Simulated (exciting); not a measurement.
# CdTe (F-43m) in exciting: single point with PW86PBE

Aim: the single point of CdTe with PW86PBE.

Program: exciting (release sodium). These are calculated values, not measurements. Logs are shortened: lines on timing, memory, paths and dates and some standing lists are left out, and cuts for length are marked.

**1. The undisturbed crystal**

It takes space group F-43m (No. 216, cubic). Conventional cell: a = 6.410 Å, b = 6.410 Å, c = 6.410 Å, α = 90.00°, β = 90.00°, γ = 90.00°. Te (site symmetry -43m) has 4 Cd at 2.78 Å as nearest neighbours. Around Cd (site symmetry -43m) lie 4 Te at 2.78 Å.

**2. Single point, PW86PBE (volume scaled by 0.88)**

The input, input.xml:

```xml
<input>
  <title>CdTe</title>
  <structure speciespath="./" tshift="false" cartesian="true">
    <crystal scale="1.88972612463">
      <basevect>0.000000000000 3.071300128400 3.071300128400</basevect>
      <basevect>3.071300128400 0.000000000000 3.071300128400</basevect>
      <basevect>3.071300128400 3.071300128400 0.000000000000</basevect>
    </crystal>
    <species speciesfile="Te.xml" rmt="2.3">
      <atom coord="8.705874133806 8.705874133806 8.705874133806"/>
    </species>
    <species speciesfile="Cd.xml" rmt="2.3">
      <atom coord="0.000000000000 0.000000000000 0.000000000000"/>
    </species>
  </structure>
  <groundstate do="fromscratch" ngridk="7 7 7" rgkmax="9" gmaxvr="14" lmaxapw="10" lmaxmat="10" lmaxvr="9" stype="Fermi Dirac" swidth="0.00183747" nempty="10" ValenceRelativity="iora*" epsengy="1e-05" epspot="1e-05" maxscl="60" tforce="true" outputlevel="high">
    <libxc exchange="XC_GGA_X_PW86" correlation="XC_GGA_C_PBE"/>
  </groundstate>
  <properties>
    <chargedensityplot>
      <plot3d>
        <box grid="22 22 22">
          <origin coord="0 0 0"/>
          <point coord="1 0 0"/>
          <point coord="0 1 0"/>
          <point coord="0 0 1"/>
        </box>
      </plot3d>
    </chargedensityplot>
    <elfplot>
      <plot3d>
        <box grid="22 22 22">
          <origin coord="0 0 0"/>
          <point coord="1 0 0"/>
          <point coord="0 1 0"/>
          <point coord="0 0 1"/>
        </box>
      </plot3d>
    </elfplot>
    <exccplot>
      <plot3d>
        <box grid="22 22 22">
          <origin coord="0 0 0"/>
          <point coord="1 0 0"/>
          <point coord="0 1 0"/>
          <point coord="0 0 1"/>
        </box>
      </plot3d>
    </exccplot>
  </properties>
</input>
```

Potentials or basis: all-electron LAPW+lo, shipped species files, valence relativity iora*.

Command:

```
> OMP_NUM_THREADS=1 exciting_smp
```

INFO.OUT:

```text
================================================================================
EXCITING SODIUM started
[... 10 lines left out ...]

 Lattice vectors (cartesian) :
      0.0000000000      5.8039160892      5.8039160892
      5.8039160892      0.0000000000      5.8039160892
      5.8039160892      5.8039160892      0.0000000000

 Reciprocal lattice vectors (cartesian) :
     -0.5412884344      0.5412884344      0.5412884344
      0.5412884344     -0.5412884344      0.5412884344
      0.5412884344      0.5412884344     -0.5412884344

 Unit cell volume                           :     391.0149572519
 Brillouin zone volume                      :       0.6343752556

 Species :    1 (Te)
     parameters loaded from                 :    Te.xml
     name                                   :    tellurium
     nuclear charge                         :     -52.00000000
     electronic charge                      :      52.00000000
     atomic mass                            :  232600.57070000
     muffin-tin radius                      :       2.30000000
     # of radial points in muffin-tin       :     400

     atomic positions (cartesian) :
       1 :   8.70587413  8.70587413  8.70587413

 Species :    2 (Cd)
     parameters loaded from                 :    Cd.xml
     name                                   :    cadmium
     nuclear charge                         :     -48.00000000
     electronic charge                      :      48.00000000
     atomic mass                            :  204912.71750000
     muffin-tin radius                      :       2.30000000
     # of radial points in muffin-tin       :     400

     atomic positions (cartesian) :
       1 :   0.00000000  0.00000000  0.00000000

 Total number of atoms per unit cell        :       2

 Spin treatment                             :    spin-unpolarised

 Number of Bravais lattice symmetries       :      48
 Number of crystal symmetries               :      24

 k-point grid                               :       7    7    7
 Total number of k-points                   :      30
 k-point set is reduced with crystal symmetries

 R^MT_min * |G+k|_max (rgkmax)              :       9.00000000
 Species with R^MT_min                      :       1 (Te)
 Maximum |G+k| for APW functions            :       3.91304348
 Maximum |G| for potential and density      :      14.00000000
 Polynomial order for pseudochg. density    :       9

 G-vector grid sizes                        :      40    40    40
 Total number of G-vectors                  :   18149

 Maximum angular momentum used for
     APW functions                          :      10
     computing H and O matrix elements      :      10
     potential and density                  :       9
     inner part of muffin-tin               :       2

 Total nuclear charge                       :    -100.00000000
 Total electronic charge                    :     100.00000000
 Total core charge                          :      66.00000000
 Total valence charge                       :      34.00000000

 Effective Wigner radius, r_s               :       0.97731580

 Number of empty states                     :      10
 Total number of valence states             :      28

 Maximum Hamiltonian size                   :     437
 Maximum number of plane-waves              :     411
 Total number of local-orbitals             :      26

 Exchange-correlation type                  :     100
     libxc; exchange: Perdew & Wang 86; correlation: Perdew, Burke & Ernzerhof (see libxc for references)

 Smearing scheme                            :    Fermi-Dirac
[... 9 lines left out ...]
* Groundstate module started                                                   *
********************************************************************************
 Output level for this task is set to high

++++++++++++++++++++++++++++++++++++++++++++++++++++++++++++++++++++++++++++++++
[... 5 lines left out ...]
+ SCF iteration number :    1                                                  +
++++++++++++++++++++++++++++++++++++++++++++++++++++++++++++++++++++++++++++++++
 Total energy                               :    -12389.98175558
 _______________________________________________________________
 Fermi energy                               :         0.22867315
 Kinetic energy                             :     13059.40332919
 Coulomb energy                             :    -25117.51478546
 Exchange energy                            :      -326.47203570
 Correlation energy                         :        -5.39826362
 Sum of eigenvalues                         :     -7486.93047140
 Effective potential energy                 :    -20546.33380059
 Coulomb potential energy                   :    -20115.83773761
 xc potential energy                        :      -430.49606298
 Hartree energy                             :      4000.36244440
 Electron-nuclear energy                    :    -28116.56262641
 Nuclear-nuclear energy                     :     -1001.31460344
 Madelung energy                            :    -15059.59591665
 Core-electron kinetic energy               :         0.00000000

 DOS at Fermi energy (states/Ha/cell)       :         0.00001064

 Electron charges :
     core                                   :        66.00000000
     core leakage                           :         0.00337090
     valence                                :        34.00000000
     interstitial                           :         4.74712971
     charge in muffin-tin spheres :
                  atom     1    Te          :        49.26865137
                  atom     2    Cd          :        45.98421892
     total charge in muffin-tins            :        95.25287029
     total charge                           :       100.00000000
[... 531 lines left out ...]
 Electron charges :
     core                                   :        66.00000000
     core leakage                           :         0.00332429
     valence                                :        34.00000000
     interstitial                           :         4.75841529
     charge in muffin-tin spheres :
                  atom     1    Te          :        49.15108180
                  atom     2    Cd          :        46.09050291
     total charge in muffin-tins            :        95.24158471
     total charge                           :       100.00000000

 Estimated fundamental gap                  :         0.04440692
        valence-band maximum at    1      0.0000  0.0000  0.0000
     conduction-band minimum at    1      0.0000  0.0000  0.0000

 RMS change in effective potential (target) :  0.797929E-09  ( 0.100000E-04)
 Absolute change in total energy   (target) :  0.245464E-06  ( 0.100000E-04)
 Charge distance                   (target) :  0.118988E-09  ( 0.100000E-04)
 Abs. change in max-nonIBS-force   (target) :   0.00000      ( 0.500000E-04)

++++++++++++++++++++++++++++++++++++++++++++++++++++++++++++++++++++++++++++++++
| Convergency criteria checked for the last 2 iterations                       +
| Convergence targets achieved. Performing final SCF iteration                 +
++++++++++++++++++++++++++++++++++++++++++++++++++++++++++++++++++++++++++++++++
 Total energy                               :    -12393.89131158
 _______________________________________________________________
 Fermi energy                               :         0.22663590
 Kinetic energy                             :     13056.93138953
 Coulomb energy                             :    -25118.85204924
 Exchange energy                            :      -326.57024296
 Correlation energy                         :        -5.40040891
 Sum of eigenvalues                         :     -7488.44661463
 Effective potential energy                 :    -20545.37800416
 Coulomb potential energy                   :    -20114.74860374
 xc potential energy                        :      -430.62940043
 Hartree energy                             :      4002.78884206
 Electron-nuclear energy                    :    -28120.32628785
 Nuclear-nuclear energy                     :     -1001.31460344
 Madelung energy                            :    -15061.47774737
 Core-electron kinetic energy               :         0.00000000

 DOS at Fermi energy (states/Ha/cell)       :         0.00006343

 Electron charges :
     core                                   :        66.00000000
     core leakage                           :         0.00332429
     valence                                :        34.00000000
     interstitial                           :         4.75841529
     charge in muffin-tin spheres :
                  atom     1    Te          :        49.15108180
                  atom     2    Cd          :        46.09050291
     total charge in muffin-tins            :        95.24158471
     total charge                           :       100.00000000

 Estimated fundamental gap                  :         0.04440692
        valence-band maximum at    1      0.0000  0.0000  0.0000
     conduction-band minimum at    1      0.0000  0.0000  0.0000

++++++++++++++++++++++++++++++++++++++++++++++++++++++++++++++++++++++++++++++++
+ Self-consistent loop stopped                                                 +
++++++++++++++++++++++++++++++++++++++++++++++++++++++++++++++++++++++++++++++++
 STATE.OUT is written

--------------------------------------------------------------------------------
- Writing atomic positions and forces                                          -
--------------------------------------------------------------------------------

 Atomic positions (cartesian) :
 atom     1  Te  :     8.70587413    8.70587413    8.70587413
 atom     2  Cd  :     0.00000000    0.00000000    0.00000000

 Total atomic forces including IBS (cartesian) :
 atom     1  Te  :     0.00000000   -0.00000000    0.00000000
 atom     2  Cd  :    -0.00000000    0.00000000   -0.00000000

 Atomic force components including IBS (cartesian) :
 atom     1  Te  :     0.00000000   -0.00000000   -0.00000000   HF force
                 :    -0.00000000   -0.00000000    0.00000000   core correction
                 :    -0.00000000   -0.00000000    0.00000000   IBS correction
 atom     2  Cd  :    -0.00000000    0.00000000    0.00000000   HF force
                 :     0.00000000    0.00000000   -0.00000000   core correction
                 :     0.00000000    0.00000000   -0.00000000   IBS correction

********************************************************************************
* Groundstate module stopped                                                   *
********************************************************************************

================================================================================
| EXCITING SODIUM stopped                                                      =
================================================================================
```

Run time: 2.8 min. Hardware: 1 thread of Arm Neoverse V1, shared host; peak memory 0.17 GiB.

What came out:

```
Free energy                                       : -337254.9636 eV
Band gap on the k mesh                            : 1.21 eV, direct
All electrons inside the program's atomic spheres : Te 49.15; Cd 46.09 (radii Te 2.3, Cd 2.3 bohr)
```

Caveat: spin-orbit coupling is left out, which moves the levels of the heavy elements.

**3. For comparison**

An earlier run on the cell as given: functional PBE; potentials or basis all-electron LAPW+lo, shipped species files, valence relativity iora*; rgkmax 8; k mesh 7 × 7 × 7; occupations fermi-dirac, width 0.05 eV; no spin polarisation.

* Band gap on the k mesh: 0.86 eV, direct
* All electrons inside the program's atomic spheres: Te 49.04; Cd 45.97 (radii Te 2.29, Cd 2.29 bohr)
